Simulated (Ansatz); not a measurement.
SiNi:

```
Ni Si
1.0
     2.94277    0.00000    0.00000
     0.00000    3.28033    0.00000
     0.00000    0.00000    4.67745
Ni Si
2 2
Direct
  0.50000 0.50000 0.34250
  0.00000 0.00000 0.65750
  0.50000 0.50000 0.84314
  0.00000 0.00000 0.15686
```

The cell is a database's computed one.

Base run:

```yaml
Program: Ansatz 0.2.0
Functional: PBEsol
Potentials_or_basis: all-electron LAPW, scalar-relativistic
Cutoff: 270 eV (chosen from the basis error)
Basis_error_allowed: 0.002 eV/atom
k_mesh: 9 × 8 × 6
Occupations: fermi-dirac, width 0.05 eV
Spin: collinear spin, ferromagnetic start
Starting_moments: "[1.0, 1.0, 0.0, 0.0] μB"
Hubbard_terms: Ni d U = 2 eV
```

Its results: band gap on the k mesh none (metal or under the smearing width); pressure -0.3 GPa; net moment 0.00 μB per cell; largest force 0.128 eV/Å.

**Question.** The run is repeated on the same cell with these changes: hubbard terms from Ni d U = 2 eV to none. What comes out?

**Answer.** Band gap on the k mesh none (metal or under the smearing width); pressure 0.2 GPa; net moment 0.00 μB per cell; largest force 0.093 eV/Å.

Caveats: the density of states is complete only up to the lowest level of the last band computed; the starting moments weren't kept; the magnetic state may not be the lowest (some runs); U is the effective U less J, on atomic orbitals that reach past the spheres (some runs); the U is typed as a test and isn't derived for this compound (some runs).
